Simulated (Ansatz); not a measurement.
# ZnS (Wurtzite-2H) (P6_3mc) in Ansatz: a series of runs

The runs below take ZnS (Wurtzite-2H) through band structure, with PBE, LDA, PBEsol.

All numbers are computed with Ansatz 0.2.0; they aren't measurements. Logs are shortened: lines on timing, memory, paths and dates and some standing lists are left out, and cuts for length are marked.

**Measured values to compare with.**

From a printed reference work, monograph, for a bulk crystal of ZnS at 4 K: band gap 3.911 eV (direct).

The runs below are set against these values where they give the same quantity.

## Step 1: Starting point

Symmetry: P6_3mc, No. 186, hexagonal system. The conventional cell has a = 3.811 Å, b = 3.811 Å, c = 6.234 Å, α = 90.00°, β = 90.00°, γ = 120.00°. Zn (site symmetry 3m) has 4 S at 2.31 to 2.40 Å as nearest neighbours. S (site symmetry 3m) is surrounded by 4 Zn at 2.31 to 2.40 Å.

## Step 2: Band structure, PBE

Input file input.yaml:

```yaml
crystal:
  lattice:
    - [3.811, 0.0, 0.0]
    - [-1.9055, 3.3004228138, 0.0]
    - [0.0, 0.0, 6.234]
  atoms:
    - { symbol: Zn, position: [0.6666666667, 0.3333333333, 0.5] }
    - { symbol: Zn, position: [0.3333333333, 0.6666666667, 0.0] }
    - { symbol: S, position: [0.6666666667, 0.3333333333, 0.885] }
    - { symbol: S, position: [0.3333333333, 0.6666666667, 0.385] }
hamiltonian:
  xc: pbe
  pseudopotentials: { kind: paw }
kpoints:
  mp_grid: { grid: [8, 8, 5] }
  band_path:
    path:
      - [[0.0, 0.0, 0.0], [0.5, 0.0, 0.0], [0.3333333333, 0.3333333333, 0.0], [0.0, 0.0, 0.0], [0.0, 0.0, 0.5], [0.5, 0.0, 0.5], [0.3333333333, 0.3333333333, 0.5], [0.0, 0.0, 0.5]]
      - [[0.5, 0.0, 0.5], [0.5, 0.0, 0.0]]
      - [[0.3333333333, 0.3333333333, 0.0], [0.3333333333, 0.3333333333, 0.5]]
    npoints: 14
scf:
  occupations: { method: fermi_dirac, width: 0.05 }
  n_extra_bands: 10
output:
  forces: true
  stress: true
  eigenvalues: true
  fatbands: false
```

Potentials or basis: Ansatz PAW.

Launch:

```console
ansatz run input.yaml --threads 2 --pin off --max-ram 5632MiB --backend cpu --events-out ev --progress --plain --runs-dir out
```

The log of the run:

```text
Warning: RAYON_NUM_THREADS=2 ignored (pool sized by the plan → 2); use --threads N
scf.n_extra_bands = 10 over 18 filled bands (N_el = 36.0): the run solves 28 bands
Engine: ansatz 0.2.0, x86_64-unknown-linux-gnu
Pseudopotentials: kind: paw
Pseudopotential: Zn, paw, valence charge 12, recommended cutoff 420 eV (normal), Zn.paw.azcp
Pseudopotential: S, paw, valence charge 6, recommended cutoff 420 eV (normal), S.paw.azcp
Functional definition: PBE
  parameter kappa = 0.804
  parameter beta = 0.06672455060314922
  exchange = pbe_x(kappa = kappa, mu = beta*pi^2/3)
  correlation = pbe_c(beta = beta)
Crystal: 4 atoms, lattice volume = 78.411 Å³
Basis set: ecut = 420 eV, 1521 PW (Γ), exchange–correlation on 54×54×90 points (8 copies of the dense FFT grid, shifted against one another)
Bands: 28, of which v1, the nominal top of the filled ones, is band 18 counted from 1 (17 counted from 0)
Symmetry: 12 space group operations
Space group: P63mc (ITA 186), of the structure as read, at distance tolerance 4.3e-5 Å
k-points: 30 of 320 (time reversal used)
Non-local potential: Zn, projectors of the file, l = 0: 2, l = 1: 2, l = 2: 3, l = 3: 1
Non-local potential: S, projectors of the file, l = 0: 2, l = 1: 2, l = 2: 2
PAW form: soft (Blöchl's): semilocal exchange-correlation on the pseudo side does not see the compensation charge
PAW one-centre angular grid: Zn, 590 points (default); XC on 64 Gauss nodes
PAW one-centre angular grid: S, 110 points (default); XC on 64 Gauss nodes
Initial density: superposition of atomic densities (neutral atoms: chi_scale 0, normalization atom), corrected by the library's trained network
Initial wavefunctions: pseudopotential atomic-orbital guess
Functional: x = pbe(κ = 0.804, μ = 0.2195149727645171), c = pbe(β = 0.06672455060314922)
SCF iter   1: F=—  HF=-8445.420343 eV  |F-HF|=—  |Δ(HF+E_count)|=         —  Δρ=4.71e-4  dr2=1.21e-4  ethr=1.77e-3  ⟨swp⟩=6.3  Hψ=4099  notcnv=0  defer=29
preconditioner: auto → Resta (q_TF=auto, 2.396 Å⁻¹)  ε∞=4.7  [insulator: Δε(μ)=2.243 eV  Ē_g=13.083 eV  σ=0.050 eV  W_gap=1.00  n_scr=22 (ndim 8)  ℏωp=25.2 eV  f_vac=0.040  D(μ)=0.00/eV (n_scr^D=0)  ε∞_Penn≈4.7]
SCF iter   2: F=—  HF=-8445.420430 eV  |F-HF|=—  |Δ(HF+E_count)|=   8.61e-5  Δρ=4.79e-4  dr2=1.53e-4  ethr=3.37e-7  ⟨swp⟩=2.3  Hψ=1704  notcnv=0  defer=56
SCF iter   3: F=—  HF=-8445.420463 eV  |F-HF|=—  |Δ(HF+E_count)|=   3.34e-5  Δρ=2.25e-4  dr2=3.79e-5  ethr=3.37e-7  ⟨swp⟩=2.5  Hψ=1284  notcnv=0  defer=56
SCF iter   4: F=—  HF=-8445.420444 eV  |F-HF|=—  |Δ(HF+E_count)|=   1.88e-5  Δρ=1.00e-4  dr2=8.24e-6  ethr=1.05e-7  ⟨swp⟩=2.0  Hψ=1287  notcnv=0  defer=56
SCF iter   5: F=—  HF=-8445.420441 eV  |F-HF|=—  |Δ(HF+E_count)|=   2.91e-6  Δρ=3.42e-5  dr2=7.86e-7  ethr=2.29e-8  ⟨swp⟩=2.0  Hψ=1227  notcnv=0  defer=56
SCF iter   6: F=—  HF=-8445.420442 eV  |F-HF|=—  |Δ(HF+E_count)|=   3.34e-7  Δρ=1.32e-5  dr2=1.07e-7  ethr=2.18e-9  ⟨swp⟩=2.6  Hψ=1296  notcnv=0  defer=56
SCF iter   7: F=-8445.420442 eV  HF=-8445.420442 eV  |F-HF|=5.58e-9  |Δ(HF+E_count)|=   3.41e-8  Δρ=4.20e-6  dr2=1.26e-8  ethr=2.78e-10  ⟨swp⟩=8.2  Hψ=3493  notcnv=0
SCF 1 converged in 7 iterations: F = -8445.420442 eV  dr2 = 1.26e-8
NSCF: frozen V_eff on 129 k-points
SCF converged after 7 iterations
Free energy (F): -8445.420442 eV
Harris-Foulkes:  -8445.420442 eV  (|F-HF|=5.58e-9)
Internal energy: -8445.420442 eV  (E = F + TS)
E sigma→0 (E₀):  -8445.420442 eV
Fermi energy:    7.024221 eV
--- Per-component energies (eV) ---
  E_band       = 12.308013
  E_kinetic    = 477.241411
  E_local      = -4081.367857  (includes V_loc(G=0)·N_el)
  E_nonlocal   = 1285.435528
  E_hartree    = 1707.468905
  E_xc         = -469.097860
  E_vxc        = -279.503155  (∫ρ·V_xc dr)
  E_paw        = -4856.936408  (= ΣΔE_a)
  E_vpaw       = -804.433836  (= ΣTr[D̂ρ^β])
  E_aug_tail   = -0.000743  (compensation charges beyond the density's cutoff)
  E_ewald      = -2508.163419
  E_smearing   = -0.000000  (= −TS)
  E_closure    = -0.000000  (closes the sum)
  Σ components = -8445.420442   (vs F -8445.420442, Δ=0.00e0)
--- Forces (eV/Å), atoms counted from 1 ---
  atom   1  Zn     0.00000000     0.00000000     0.31950091
  atom   2  Zn     0.00000000    -0.00000000     0.31950091
  atom   3  S      0.00000000     0.00000000    -0.31950290
  atom   4  S      0.00000000    -0.00000000    -0.31950290
  max |Σ_I F_I| component: 3.96e-6 eV/Å
--- Stress (GPa, compression-positive) ---
        3.006818       0.000000       0.000000
        0.000000       3.006818       0.000000
        0.000000       0.000000       0.981913
  P = ⅓ Tr σ = 2.3318 GPa (23.318 kbar)
--- Band table (eV; the first three rows and the last of 30) ---
  k-point 0: bands = ["-7.3305", "-6.4064", "-0.4999", "-0.4999", "-0.4354", "-0.4354", "-0.4266", "-0.0180", "-0.0180", "0.0619", "0.0619", "0.2204", "0.7007", "5.0088", "5.0088", "5.8552", "5.8552", "5.8660", "8.1136", "8.8580", "12.1424", "12.1424", "12.4467", "13.4503", "13.4503", "15.1629", "15.8973", "15.8973"]
  k-point 1: bands = ["-7.2544", "-6.5097", "-0.4961", "-0.4961", "-0.4440", "-0.4440", "-0.4313", "-0.1077", "-0.0085", "-0.0085", "0.0562", "0.0562", "1.3513", "5.0837", "5.0837", "5.0967", "5.7677", "5.7677", "8.7671", "8.9651", "12.1810", "12.1956", "12.1956", "13.2255", "13.2255", "14.5537", "16.2625", "16.2625"]
  k-point 2: bands = ["-7.0451", "-6.7624", "-0.4838", "-0.4838", "-0.4639", "-0.4639", "-0.4241", "-0.3446", "0.0145", "0.0145", "0.0393", "0.0393", "2.4678", "3.7768", "5.2852", "5.2852", "5.5460", "5.5460", "9.2422", "9.3900", "12.2363", "12.3987", "12.3987", "12.7780", "12.7780", "13.2940", "17.2310", "17.2310"]
  k-point 29: bands = ["-6.1718", "-6.1282", "-0.3653", "-0.3139", "-0.3071", "-0.2474", "-0.1313", "-0.1289", "-0.0062", "-0.0033", "0.2945", "0.3401", "1.0565", "1.1854", "2.6987", "3.1775", "4.3840", "4.6173", "10.2942", "10.6122", "11.9025", "12.3172", "12.9647", "13.5114", "15.2794", "15.4600", "16.7399", "16.8365"]
```

Run time: 15 s. Hardware: 2 threads of Intel Xeon at 2.50GHz (Skylake/Cascade Lake), shared host; peak memory 0.42 GiB.

Results:

* Free energy: -8445.4204 eV
* Pressure: 2.3 GPa
* Largest force: 0.320 eV/Å
* Band gap on the k mesh: 2.25 eV, direct
* Band gap along the path: 2.25 eV, direct

Forces in eV/Å, atoms in the order of the input:
```
Zn   0.000  0.000  0.320
Zn   0.000  0.000  0.320
S    0.000  0.000 -0.320
S    0.000  0.000 -0.320
```

Levels at the corners of the path, in eV from the valence-band top:
```csv
point,band 16,band 17,band 18,band 19,band 20,band 21
Γ,-0.01,-0.01,0.00,2.25,2.99,6.28
M,-2.25,-1.56,-0.98,3.61,4.26,5.17
K,-2.21,-2.21,-2.21,4.47,5.91,5.91
Γ,-0.01,-0.01,0.00,2.25,2.99,6.28
A,-0.45,-0.45,-0.45,3.51,3.51,6.70
L,-1.66,-1.53,-1.53,3.61,3.61,5.13
H,-3.11,-1.25,-1.25,4.53,4.53,6.47
A,-0.45,-0.45,-0.45,3.51,3.51,6.70
L,-1.66,-1.53,-1.53,3.61,3.61,5.13
M,-2.25,-1.56,-0.98,3.61,4.26,5.17
K,-2.21,-2.21,-2.21,4.47,5.91,5.91
H,-3.11,-1.25,-1.25,4.53,4.53,6.47
```

## Step 3: Band structure, LDA

Changes to input.yaml since step 2:

```diff
@@ -11,3 +11,3 @@
 hamiltonian:
-  xc: pbe
+  xc: lda
   pseudopotentials: { kind: paw }
```

Potentials or basis: Ansatz PAW.

Launch:

```console
ansatz run input.yaml --threads 2 --pin off --max-ram 5632MiB --backend cpu --events-out ev --progress --plain --runs-dir out
```

The log of the run:

```text
Warning: RAYON_NUM_THREADS=2 ignored (pool sized by the plan → 2); use --threads N
scf.n_extra_bands = 10 over 18 filled bands (N_el = 36.0): the run solves 28 bands
Engine: ansatz 0.2.0, x86_64-unknown-linux-gnu
Pseudopotentials: kind: paw
Pseudopotential: Zn, paw, valence charge 12, recommended cutoff 420 eV (normal), Zn.paw.azcp
Pseudopotential: S, paw, valence charge 6, recommended cutoff 420 eV (normal), S.paw.azcp
Functional definition: SPW92
  exchange = slater_x
  correlation = pw_c
Crystal: 4 atoms, lattice volume = 78.411 Å³
Basis set: ecut = 420 eV, 1521 PW (Γ)
Bands: 28, of which v1, the nominal top of the filled ones, is band 18 counted from 1 (17 counted from 0)
Symmetry: 12 space group operations
Space group: P63mc (ITA 186), of the structure as read, at distance tolerance 4.3e-5 Å
k-points: 30 of 320 (time reversal used)
Non-local potential: Zn, projectors of the file, l = 0: 2, l = 1: 2, l = 2: 3, l = 3: 1
Non-local potential: S, projectors of the file, l = 0: 2, l = 1: 2, l = 2: 2
PAW form: soft (Blöchl's): semilocal exchange-correlation on the pseudo side does not see the compensation charge
PAW frozen core: Zn, regenerated for the run's functional, and the local potential with it (the file was generated under x = pbe(κ = 0.804, μ = 0.2195149727645171), c = pbe(β = 0.06672455060314922))
PAW frozen core: S, regenerated for the run's functional, and the local potential with it (the file was generated under x = pbe(κ = 0.804, μ = 0.2195149727645171), c = pbe(β = 0.06672455060314922))
PAW one-centre angular grid: Zn, 590 points (default); XC on 64 Gauss nodes
PAW one-centre angular grid: S, 110 points (default); XC on 64 Gauss nodes
Initial density: superposition of atomic densities (neutral atoms: chi_scale 0, normalization atom), corrected by the library's trained network
Initial wavefunctions: pseudopotential atomic-orbital guess
Functional: x = slater, c = lda
SCF iter   1: F=—  HF=-8234.803781 eV  |F-HF|=—  |Δ(HF+E_count)|=         —  Δρ=6.94e-3  dr2=3.44e-2  ethr=1.77e-3  ⟨swp⟩=6.3  Hψ=4067  notcnv=0  defer=25
preconditioner: auto → Resta (q_TF=auto, 2.396 Å⁻¹)  ε∞=4.7  [insulator: Δε(μ)=1.921 eV  Ē_g=13.000 eV  σ=0.050 eV  W_gap=1.00  n_scr=22 (ndim 8)  ℏωp=25.2 eV  f_vac=0.040  D(μ)=0.00/eV (n_scr^D=0)  ε∞_Penn≈4.7]
SCF iter   2: F=—  HF=-8234.794432 eV  |F-HF|=—  |Δ(HF+E_count)|=   9.35e-3  Δρ=3.15e-3  dr2=8.52e-3  ethr=9.56e-5  ⟨swp⟩=2.4  Hψ=1589  notcnv=0  defer=63
SCF iter   3: F=—  HF=-8234.792757 eV  |F-HF|=—  |Δ(HF+E_count)|=   1.67e-3  Δρ=2.16e-3  dr2=1.89e-3  ethr=2.37e-5  ⟨swp⟩=2.0  Hψ=1417  notcnv=0  defer=63
SCF iter   4: F=—  HF=-8234.791767 eV  |F-HF|=—  |Δ(HF+E_count)|=   9.90e-4  Δρ=4.51e-4  dr2=1.15e-4  ethr=5.26e-6  ⟨swp⟩=2.0  Hψ=1134  notcnv=0  defer=63
SCF iter   5: F=—  HF=-8234.791758 eV  |F-HF|=—  |Δ(HF+E_count)|=   8.81e-6  Δρ=1.02e-4  dr2=1.35e-5  ethr=3.20e-7  ⟨swp⟩=2.1  Hψ=1275  notcnv=0  defer=63
SCF iter   6: F=—  HF=-8234.791761 eV  |F-HF|=—  |Δ(HF+E_count)|=   2.91e-6  Δρ=4.15e-5  dr2=1.20e-6  ethr=3.75e-8  ⟨swp⟩=2.3  Hψ=1249  notcnv=0  defer=63
SCF iter   7: F=-8234.791761 eV  HF=-8234.791761 eV  |F-HF|=5.73e-9  |Δ(HF+E_count)|=   2.25e-7  Δρ=7.64e-6  dr2=5.42e-8  ethr=2.78e-10  ⟨swp⟩=7.4  Hψ=4042  notcnv=0
SCF 1 converged in 7 iterations: F = -8234.791761 eV  dr2 = 5.42e-8
NSCF: frozen V_eff on 129 k-points
SCF converged after 7 iterations
Free energy (F): -8234.791761 eV
Harris-Foulkes:  -8234.791761 eV  (|F-HF|=5.73e-9)
Internal energy: -8234.791761 eV  (E = F + TS)
E sigma→0 (E₀):  -8234.791761 eV
Fermi energy:    6.616085 eV
--- Per-component energies (eV) ---
  E_band       = -1.432818
  E_kinetic    = 477.675236
  E_local      = -4091.246530  (includes V_loc(G=0)·N_el)
  E_nonlocal   = 1292.739999
  E_hartree    = 1704.885211
  E_xc         = -463.451610
  E_vxc        = -282.437486  (∫ρ·V_xc dr)
  E_paw        = -4650.650582  (= ΣΔE_a)
  E_vpaw       = -807.935480  (= ΣTr[D̂ρ^β])
  E_aug_tail   = -0.000746  (compensation charges beyond the density's cutoff)
  E_ewald      = -2508.163419
  E_core_change = 3.420678  (= ΣΔE_core)
  E_smearing   = -0.000000  (= −TS)
  E_closure    = -0.000000  (closes the sum)
  Σ components = -8234.791761   (vs F -8234.791761, Δ=0.00e0)
--- Forces (eV/Å), atoms counted from 1 ---
  atom   1  Zn     0.00000000     0.00000000     0.29474375
  atom   2  Zn    -0.00000000    -0.00000000     0.29474375
  atom   3  S      0.00000000     0.00000000    -0.29473956
  atom   4  S      0.00000000    -0.00000000    -0.29473956
  max |Σ_I F_I| component: 8.38e-6 eV/Å
--- Stress (GPa, compression-positive) ---
       -3.399084       0.000000       0.000000
        0.000000      -3.399084      -0.000000
        0.000000       0.000000      -4.905491
  P = ⅓ Tr σ = -3.9012 GPa (-39.012 kbar)
--- Band table (eV; the first three rows and the last of 30) ---
  k-point 0: bands = ["-7.5945", "-6.6485", "-0.9306", "-0.9306", "-0.8682", "-0.8682", "-0.8585", "-0.4668", "-0.4668", "-0.3865", "-0.3865", "-0.2183", "0.3315", "4.7138", "4.7138", "5.5729", "5.5729", "5.5893", "7.5782", "8.3625", "11.7080", "11.7080", "12.0137", "13.0434", "13.0434", "14.6231", "15.5361", "15.5361"]
  k-point 1: bands = ["-7.5169", "-6.7547", "-0.9270", "-0.9270", "-0.8766", "-0.8766", "-0.8629", "-0.5349", "-0.4572", "-0.4572", "-0.3923", "-0.3923", "0.9747", "4.7752", "4.7896", "4.7896", "5.4838", "5.4838", "8.2674", "8.4694", "11.7356", "11.7641", "11.7641", "12.8150", "12.8150", "14.0310", "15.9034", "15.9034"]
  k-point 2: bands = ["-7.3032", "-7.0139", "-0.9152", "-0.9152", "-0.8960", "-0.8960", "-0.8548", "-0.7736", "-0.4341", "-0.4341", "-0.4092", "-0.4092", "2.1036", "3.4290", "4.9937", "4.9937", "5.2583", "5.2583", "8.7463", "8.8951", "11.7726", "11.9736", "11.9736", "12.3603", "12.3603", "12.8030", "16.8823", "16.8823"]
  k-point 29: bands = ["-6.4072", "-6.3625", "-0.7981", "-0.7483", "-0.7425", "-0.6844", "-0.5679", "-0.5672", "-0.4555", "-0.4524", "-0.1451", "-0.0998", "0.6750", "0.8050", "2.3503", "2.8375", "4.0848", "4.3248", "9.8274", "10.1555", "11.4273", "11.8584", "12.5296", "13.0436", "14.8267", "15.0189", "16.2847", "16.3855"]
```

Wall time 14 s (2 threads of Intel Xeon at 2.50GHz (Skylake/Cascade Lake), shared host); peak memory 0.42 GiB.

Results:

```yaml
Free_energy: -8234.7918 eV
Pressure: -3.9 GPa
Largest_force: 0.295 eV/Å
Band_gap_on_the_k_mesh: 1.99 eV, direct
Band_gap_along_the_path: 1.99 eV, direct
```

Forces in eV/Å, atoms in the order of the input:
```
Zn   0.000  0.000  0.295
Zn   0.000  0.000  0.295
S    0.000  0.000 -0.295
S    0.000  0.000 -0.295
```

Levels at the corners of the path, in eV from the valence-band top:
```tsv
point	band 16	band 17	band 18	band 19	band 20	band 21
Γ	-0.02	-0.02	0.00	1.99	2.77	6.12
M	-2.28	-1.60	-1.00	3.40	4.07	4.99
K	-2.26	-2.26	-2.26	4.25	5.77	5.77
Γ	-0.02	-0.02	0.00	1.99	2.77	6.12
A	-0.47	-0.47	-0.47	3.29	3.29	6.56
L	-1.69	-1.56	-1.56	3.39	3.39	4.96
H	-3.18	-1.27	-1.27	4.35	4.35	6.26
A	-0.47	-0.47	-0.47	3.29	3.29	6.56
L	-1.69	-1.56	-1.56	3.39	3.39	4.96
M	-2.28	-1.60	-1.00	3.40	4.07	4.99
K	-2.26	-2.26	-2.26	4.25	5.77	5.77
H	-3.18	-1.27	-1.27	4.35	4.35	6.26
```

Caveat: the PAW data sets come from PBE, with cores solved anew for the run's functional, which leaves a small shift of forces and pressure.

(Continued in part 2 of 2.)
